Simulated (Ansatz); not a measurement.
## Squeezing CoSi (zincblende type)

```yaml
crystal:
  lattice:
    - [0.00000, 2.54443, 2.54443]
    - [2.54443, 0.00000, 2.54443]
    - [2.54443, 2.54443, 0.00000]
  atoms:
    - { symbol: Co, position: [0.00000, 0.00000, 0.00000] }
    - { symbol: Si, position: [0.25000, 0.25000, 0.25000] }
```

The cell comes from a relaxation on PAW files under the same functional, begun from a prototype that needn't be the stable phase.

Its volume is scaled at fixed shape and fractional positions.

Level of theory: DFT with PBE, scalar-relativistic, in Ansatz 0.2.0; a Γ-centred 14×14×14 k mesh, Fermi–Dirac smearing of 0.08 eV, spin-polarised from start moments Co1 1.7 μB. LAPW: all electrons, basis error target 1 meV/atom; PAW: frozen-core files, cutoff 420 eV; crystal datasets: all electrons, by PAW datasets that the program makes for each cell; norm-conserving: pseudopotentials, cutoff 1306 eV; PAW (cutoff 1000 eV): frozen-core files, cutoff 1000 eV.

Energies are extrapolated to zero smearing and count from the unscaled cell; pressure is positive in compression; gaps take the mesh and a band path. No temperature or zero-point motion is included.

The start moments died away, and the runs ended non-magnetic.

| V/V0 | V (Å³/atom) | P LAPW (GPa) | ΔE LAPW (eV/atom) | P PAW − LAPW (GPa) | ΔE PAW − LAPW (meV/atom) |
| --- | --- | --- | --- | --- | --- |
| 1.00 | 16.47 | -0.02 | 0.000 | -0.02 | 0.0 |
| 0.95 | 15.65 | 6.16 | 0.015 | -0.01 | -0.1 |
| 0.85 | 14.00 | 24.6 | 0.164 | 0.01 | -0.1 |
| 0.75 | 12.35 | 56.2 | 0.564 | 0.01 | 0.1 |
| 0.65 | 10.71 | 112.1 | 1.401 | -0.16 | -0.4 |
| 0.55 | 9.06 | 215.6 | 3.028 | -0.74 | -4.5 |
| 0.45 | 7.41 | ? | ? | ? | ? |
| 0.40 | 6.59 | 608.1 | 8.800 | -3.76 | -33.1 |

(1) Fit the Vinet equation to the LAPW pressures shown (residuals weighted by 1/(|P| + 0.03·Pmax)), and predict the pressure of the withheld row.

(2) At the smallest volume, how far do crystal datasets and norm-conserving and PAW (cutoff 1000 eV) lie from LAPW in pressure?

(3) How do the Löwdin populations by LAPW change from the unscaled cell to the last row?

## Answers

(1) The fit gives V0 = 16.48 Å³/atom, B0 = 104 GPa and B0′ = 4.50. At 7.41 Å³/atom, x = (V/V0)^(1/3) = 0.7661, and P = 3·B0·(1 − x)/x²·exp[1.5·(B0′ − 1)·(1 − x)] = 424.8 GPa. The run itself gave 423.5 GPa (+0.3 % off) and ΔE = 6.182 eV/atom.

(2) crystal datasets: 0.00 GPa; norm-conserving: -13.56 GPa; PAW (cutoff 1000 eV): -4.16 GPa, on a LAPW pressure of 608.1 GPa.

(3) Co 3s 1.96 → 1.84, Co 4s 0.65 → 0.59, Co 3p 5.99 → 5.94, Co 3d 8.06 → 8.77, Si 2s 1.99 → 1.95, Si 3s 1.49 → 1.17, Si 3p 2.68 → 2.48 electrons an atom. These are projections on the shells that the free atoms fill; 0.19 e a cell lies outside them at the start and 0.27 e at the end.
